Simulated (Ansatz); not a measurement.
## Ge: computed properties

These are results of DFT PBE, scalar-relativistic, plane waves, PAW in Ansatz 0.2.0, not measurements.

Cutoff 420 eV; k points 12×12×2 on the computed 16-atom cell (Γ-centred); Gaussian smearing, width 0.10 eV; no spin polarisation.

The structure is relaxed at this level of theory with its symmetry kept, and needn't be the ground state of this composition.

```xyz
16
Lattice="4.0694 0.0000 0.0000 -2.0347 3.5242 0.0000 0.0000 0.0000 26.6337" Properties=species:S:1:pos:R:3 pbc="T T T"
Ge    0.0000    0.0000    1.2463
Ge    0.0000    0.0000   14.5631
Ge    0.0000    0.0000   12.0706
Ge    0.0000    0.0000   25.3875
Ge    0.0000    2.3495    2.0778
Ge    2.0347    1.1747   15.3947
Ge    0.0000    2.3495   11.2391
Ge    2.0347    1.1747   24.5559
Ge    0.0000    2.3495    4.5675
Ge    2.0347    1.1747   17.8844
Ge    0.0000    2.3495    8.7493
Ge    2.0347    1.1747   22.0662
Ge    0.0000    2.3495   21.2321
Ge    2.0347    1.1747    7.9152
Ge    0.0000    2.3495   18.7185
Ge    2.0347    1.1747    5.4016
```

| Quantity | Value |
| --- | --- |
| Space group | P6_3/mmc (No. 194) |
| Volume per atom | 23.87 Å³ |
| Energy over the standard state (uncorrected) | +0.001 eV/atom |
| Kohn–Sham band gap | zero, with almost no states at the Fermi level |
| Density of states at the Fermi level | 0.0 states/eV per cell |
| Orbital (Löwdin) character within 0.5 eV of the Fermi level | Ge 4p 79 %, Ge 4s 19 % |

The cell was found from a structure generator's guess, not taken from experiment. Löwdin shares on free-atom orbitals overweight diffuse shells.
